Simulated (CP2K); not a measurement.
Runs of CP2K 2026.2 on TiO2 (Anatase). The structure is tetragonal, space group I4_1/amd (No. 141). Conventional cell: a = 3.784 Å, b = 3.784 Å, c = 9.515 Å, α = 90.00°, β = 90.00°, γ = 90.00°. Around Ti (site symmetry -4m2) lie 6 O at 1.93 to 1.98 Å. O (site symmetry 2mm) is surrounded by 3 Ti at 1.93 to 1.98 Å. 

| level | U | PLUS_U_METHOD | gap on the mesh (eV) | largest force (eV/Å) |
| --- | --- | --- | --- | --- |
| PBE+U | Ti d U = 8.0 eV | MULLIKEN | 3.12 | 0.08 |
| PBE+U | Ti d U = 4.0 eV | MULLIKEN | 2.54 | 0.03 |
| PBE | - | - | 2.07 | (b) |
| PBE+U | Ti d U = 6.0 eV | MULLIKEN | (c) | 0.05 |
| PBE+U | Ti d U = 2.0 eV | MULLIKEN | (a) | 0.06 |

Alike in all rows: task single point; potentials or basis GTH_POTENTIALS Ti GTH-PBE-q12, O GTH-PBE-q6; DZVP-MOLOPT-SR-GTH basis; no spin polarisation; cell as given; k mesh 8 × 8 × 8; smearing fermi-dirac 0.05 eV.

Problem. Estimate the missing entries.

Solution. (a) 2.29; (b) 0.10; (c) 2.81.

Caveats: the basis of atomic orbitals isn't converged, which shifts pressures, moduli and gaps; this program's U acts on Mulliken populations of all basis functions of the shell, so it isn't the U of plane-wave codes (some runs); energies scatter by some meV and the pressure isn't listed (some runs).

A k mesh can miss the band edges.
